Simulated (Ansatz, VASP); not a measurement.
**One calculation of FeSi, two programs**

```xyz
8
Lattice="4.4031 0.0000 0.0000 0.0000 4.4031 0.0000 0.0000 0.0000 4.4031" Properties=species:S:1:pos:R:3 pbc="T T T"
Fe    0.6046    0.6046    0.6046
Fe    1.5969    3.7985    2.8062
Fe    2.8062    1.5969    3.7985
Fe    3.7985    2.8062    1.5969
Si    3.7044    3.7044    3.7044
Si    2.9002    0.6987    1.5029
Si    1.5029    2.9002    0.6987
Si    0.6987    1.5029    2.9002
```

Alike in both runs: functional PBE; k mesh 8 × 8 × 8; occupations gaussian, width 0.01 eV; no spin polarisation.

Ansatz relaxed the structure, and its values are those at the end. VASP's run is a single point on that final structure, the one shown.

|  | VASP | Ansatz |
| --- | --- | --- |
| version | VASP 6.6.1 | Ansatz 0.2.0 |
| potentials or method | VASP PAW PBE potentials, release 64 (Fe, Si) | scalar-relativistic, plane waves, PAW |
| plane-wave cutoff (eV) | 520 | 420 |
| valence electrons in the cell | 48 | 80 |

```tsv
	VASP	Ansatz	Ansatz less VASP
gap on the k mesh at the Fermi level (eV)	0.16	0.17	+0.006
least direct gap on the mesh (eV)	0.17	0.18	+0.005
pressure (GPa)	7.4	7.1	-0.23
rms of the force components (eV/Å)	0.015	0.001	-0.0144
```

The functional is the same, so the differences come from potentials, cutoffs and numerics. The two sets of potentials don't hold the same shells in valence. Ansatz warned: «stress_scf_threshold_loose».

Spin polarisation is off, so any magnetic state and its effect on volume and gap are missing.
